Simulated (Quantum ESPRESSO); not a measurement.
MoS2:

```
Mo S
1.0
     1.58000    0.91221    6.15000
    -1.58000    0.91221    6.15000
     0.00000   -1.82443    6.15000
Mo S
1 2
Cartesian
  0.0000 0.0000 0.0000
  0.0000 0.0000 7.6936
  0.0000 0.0000 4.6125
```

Measurements of this composition are mostly on another form, of space group No. 194.

Base run:

- Program: Quantum ESPRESSO 7.5
- Functional: PBEsol
- Potentials or basis: GBRV 1.5 PBEsol
- Cutoff: 612 eV
- Density cutoff: 4898 eV
- k mesh: 10 × 10 × 10
- Occupations: fermi-dirac, width 0.05 eV
- Spin: no spin polarisation

Its results: band gap on the k mesh 0.91 eV, indirect (least direct gap 1.96 eV); pressure 0.0 GPa; largest force 0.242 eV/Å.

Task: The run is repeated on the same cell with these changes: functional from PBEsol to LDA; potentials or basis from GBRV 1.5 PBEsol to GBRV 1.5 LDA. What comes out?

Result: Band gap on the k mesh 0.88 eV, indirect (least direct gap 1.96 eV); pressure -2.6 GPa; largest force 0.087 eV/Å.

A k mesh can miss the band edges.
